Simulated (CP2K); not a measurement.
WS2 (Tungstenite) under changes of volume

One of the cells (18.245 Å³/atom); the others are scaled copies at fixed shape and fractional positions:

```xyz
6
Lattice="3.1800 0.0000 0.0000 -1.5900 2.7540 0.0000 0.0000 0.0000 12.5000" Properties=species:S:1:pos:R:3 pbc="T T T"
W     1.5900    0.9180    9.3750
W     0.0000    1.8360    3.1250
S     1.5900    0.9180    4.6875
S     0.0000    1.8360   10.9375
S     1.5900    0.9180    1.5625
S     0.0000    1.8360    7.8125
```

| Quantity | Value |
| --- | --- |
| Program | CP2K 2026.2 |
| Functional | PBEsol |
| Potentials or basis | POTENTIAL_UZH W GTH-PBE-q14, S GTH-PBE-q6; TZVP-MOLOPT-PBE-GTH basis |
| Density cutoff | 6123 eV |
| k mesh | 10 × 10 × 3 |
| Occupations | fermi-dirac, width 0.05 eV |
| Spin | no spin polarisation |

```csv
volume (Å³/atom),energy over the lowest point (meV/atom),pressure (GPa),gap on the mesh (eV),largest force (eV/Å)
17.150,22.44,9.0,0.99,1.123
17.515,6.76,4.9,1.02,0.696
17.880,0.00,1.2,1.05,0.300
18.245,?,?,?,?
18.610,9.60,-5.1,1.09,0.404
18.975,24.41,-7.8,1.11,0.718
19.340,44.99,-10.2,1.12,1.008
```

Problem. What does the run at 18.245 Å³/atom give?

Solution. Energy over the lowest point 1.22 meV/atom; pressure -2.2 GPa; gap on the mesh 1.07 eV; largest force 0.066 eV/Å.

Worked out: A Birch-Murnaghan fit of order 3 (a polynomial in V^(-2/3)) to the other rows has its minimum at 18.00 Å³/atom with B0 = V·E''(V) = 167 GPa and B' = 4.4 at fixed shape and positions, which overstates the stiffness. It gives 1.22 meV/atom at 18.245 Å³/atom, against the run's 1.22, and -dE/dV = -2.2 GPa, against -2.2. A straight line through the other rows of the gap, of slope 1.09 eV per unit of ln V, gives 1.06 eV, against the run's 1.07.

Energies are extrapolated to zero smearing.

Caveats: the potentials were made for another functional, which shifts forces and pressure; spin-orbit coupling is left out, which moves the levels of the heavy elements; an odd mesh through Γ misses points on the zone boundary, where band edges often lie; this functional lacks dispersion, which binds the layers, so the pressure and a relaxed spacing across them are unreliable; the basis of atomic orbitals isn't converged, which shifts pressures, moduli and gaps.
